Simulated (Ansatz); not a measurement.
**Si2Ni: a strain scan**

The task, for Si2Ni: see how energy and stress answer to the strain pattern (0, 0, 0, 1, 0, 0).

The COD entry's cell or inner coordinates are ideal or old and differ from later refinements, so a difference from it is no clean test against experiment.

Program: Ansatz 0.2.0. Level of theory: DFT PBE, scalar-relativistic, plane waves, PAW. These are calculated values, not measurements.

1 further run of the same task is left out (set aside as unsound or not needed).

### 1 The structure to begin with

It takes space group Fm-3m (No. 225, cubic). Conventional cell: a = 5.447 Å, b = 5.447 Å, c = 5.447 Å, α = 90.00°, β = 90.00°, γ = 90.00°. Si (site symmetry -43m) has 4 Ni at 2.36 Å as nearest neighbours. Ni (site symmetry m-3m) is surrounded by 8 Si at 2.36 Å.

Structure file:

```cif
data_structure
_symmetry_space_group_name_H-M 'P 1'
_symmetry_Int_Tables_number 1
_cell_length_a 3.8515
_cell_length_b 3.8515
_cell_length_c 3.8515
_cell_angle_alpha 60.000
_cell_angle_beta 60.000
_cell_angle_gamma 60.000
_cell_volume 40.40
loop_
_atom_site_label
_atom_site_type_symbol
_atom_site_fract_x
_atom_site_fract_y
_atom_site_fract_z
_atom_site_occupancy
Si1 Si 0.25000 0.25000 0.25000 1
Si2 Si 0.75000 0.75000 0.75000 1
Ni1 Ni 0.00000 0.00000 0.00000 1
```

This cell was relaxed beforehand with the same method: volume 13.47 Å³/atom, gap on the mesh none (metal).

### 2 The undisturbed cell

input.yaml reads:

```yaml
crystal:
  lattice:
    - [0.0, 2.7234129004, 2.7234129004]
    - [2.7234129004, 0.0, 2.7234129004]
    - [2.7234129004, 2.7234129004, 0.0]
  atoms:
    - { symbol: Si, position: [0.25, 0.25, 0.25] }
    - { symbol: Si, position: [0.75, 0.75, 0.75] }
    - { symbol: Ni, position: [0.0, 0.0, 0.0] }
basis:
  ecutwfc: 420
kpoints:
  mp_grid: { grid: [16, 16, 16] }
hamiltonian:
  xc: pbe
scf:
  occupations: { method: gaussian, width: 0.15 }
output:
  forces: true
  stress: true
  eigenvalues: true
  write_density: true
  write_potential: true
  elf: true
  volumetric_format: npy
```

On the command line:

```
$ ansatz run input.yaml --threads 1 --pin off --max-ram 2560MiB --backend cpu --events-out ev --progress --plain --runs-dir out
```

### 3 Setting up a strain scan

The cell is strained by ε times the Voigt pattern (0, 0, 0, 1, 0, 0) (xx, yy, zz, yz, xz, xy; engineering shear), with fractional coordinates fixed (clamped ions). The stress on the pattern is the sum of the stress components weighted by it, tension positive.

### 4 At ε = -0.1500

input.yaml: that of step 2 with these lines changed.

```diff
@@ -2,5 +2,5 @@
   lattice:
-    - [0.0, 2.7234129004, 2.7234129004]
-    - [2.7234129004, 0.0, 2.7234129004]
-    - [2.7234129004, 2.7234129004, 0.0]
+    - [0.0, 2.5191569329, 2.5191569329]
+    - [2.7234129004, -0.2042559675, 2.7234129004]
+    - [2.7234129004, 2.7234129004, -0.2042559675]
   atoms:
```

### 5 Point ε = 0.1125

input.yaml reads:

```yaml
crystal:
  lattice:
    - [0.0, 2.876604876, 2.876604876]
    - [2.7234129004, 0.1531919756, 2.7234129004]
    - [2.7234129004, 2.7234129004, 0.1531919756]
  atoms:
    - { symbol: Si, position: [0.25, 0.25, 0.25] }
    - { symbol: Si, position: [0.75, 0.75, 0.75] }
    - { symbol: Ni, position: [0.0, 0.0, 0.0] }
basis:
  ecutwfc: 420
kpoints:
  mp_grid: { grid: [16, 16, 16] }
hamiltonian:
  xc: pbe
scf:
  occupations: { method: gaussian, width: 0.15 }
output:
  forces: true
  stress: true
  eigenvalues: true
```

### 6 ε = -0.0750

input.yaml: that of step 5 with these lines changed.

```diff
@@ -2,5 +2,5 @@
   lattice:
-    - [0.0, 2.876604876, 2.876604876]
-    - [2.7234129004, 0.1531919756, 2.7234129004]
-    - [2.7234129004, 2.7234129004, 0.1531919756]
+    - [0.0, 2.6212849166, 2.6212849166]
+    - [2.7234129004, -0.1021279838, 2.7234129004]
+    - [2.7234129004, 2.7234129004, -0.1021279838]
   atoms:
```

### 7 At ε = 0.0375

input.yaml: that of step 6 with these lines changed.

```diff
@@ -2,5 +2,5 @@
   lattice:
-    - [0.0, 2.6212849166, 2.6212849166]
-    - [2.7234129004, -0.1021279838, 2.7234129004]
-    - [2.7234129004, 2.7234129004, -0.1021279838]
+    - [0.0, 2.7744768923, 2.7744768923]
+    - [2.7234129004, 0.0510639919, 2.7234129004]
+    - [2.7234129004, 2.7234129004, 0.0510639919]
   atoms:
```

### 8 ε = 0.1312

input.yaml: that of step 7 with these lines changed.

```diff
@@ -2,5 +2,5 @@
   lattice:
-    - [0.0, 2.7744768923, 2.7744768923]
-    - [2.7234129004, 0.0510639919, 2.7234129004]
-    - [2.7234129004, 2.7234129004, 0.0510639919]
+    - [0.0, 2.9020687867, 2.9020687867]
+    - [2.7234129004, 0.1786558863, 2.7234129004]
+    - [2.7234129004, 2.7234129004, 0.1786558863]
   atoms:
```

### 9 Point ε = 0.0937

input.yaml: that of step 8 with these lines changed.

```diff
@@ -2,5 +2,5 @@
   lattice:
-    - [0.0, 2.9020687867, 2.9020687867]
-    - [2.7234129004, 0.1786558863, 2.7234129004]
-    - [2.7234129004, 2.7234129004, 0.1786558863]
+    - [0.0, 2.8510047948, 2.8510047948]
+    - [2.7234129004, 0.1275918944, 2.7234129004]
+    - [2.7234129004, 2.7234129004, 0.1275918944]
   atoms:
```

### 10 At ε = 0.0562

input.yaml: that of step 9 with these lines changed.

```diff
@@ -2,5 +2,5 @@
   lattice:
-    - [0.0, 2.8510047948, 2.8510047948]
-    - [2.7234129004, 0.1275918944, 2.7234129004]
-    - [2.7234129004, 2.7234129004, 0.1275918944]
+    - [0.0, 2.7999408029, 2.7999408029]
+    - [2.7234129004, 0.0765279025, 2.7234129004]
+    - [2.7234129004, 2.7234129004, 0.0765279025]
   atoms:
```

### 11 Point ε = 0.0187

input.yaml: that of step 10 with these lines changed.

```diff
@@ -2,5 +2,5 @@
   lattice:
-    - [0.0, 2.7999408029, 2.7999408029]
-    - [2.7234129004, 0.0765279025, 2.7234129004]
-    - [2.7234129004, 2.7234129004, 0.0765279025]
+    - [0.0, 2.748876811, 2.748876811]
+    - [2.7234129004, 0.0254639106, 2.7234129004]
+    - [2.7234129004, 2.7234129004, 0.0254639106]
   atoms:
```

(Steps that only read results are left out.)

Q: Predict the outcome of this session. Wanted: slope of the stress at ε = 0, from the points at -0.0750, 0 and 0.0187.

The runs gave:

| quantity | value |
| --- | --- |
| slope of the stress at ε = 0, from the points at -0.0750, 0 and 0.0187 | 110 GPa |

In words: The slope of the stress at zero strain, 110 GPa, estimates C44 with clamped ions in this Cartesian frame; letting the atoms relax could not make it stiffer. The step is wide, so higher orders mix in. No sampled point lies below the undisturbed cell. The final runs have no spin polarisation, so no magnetic state was tried and one may lie lower.
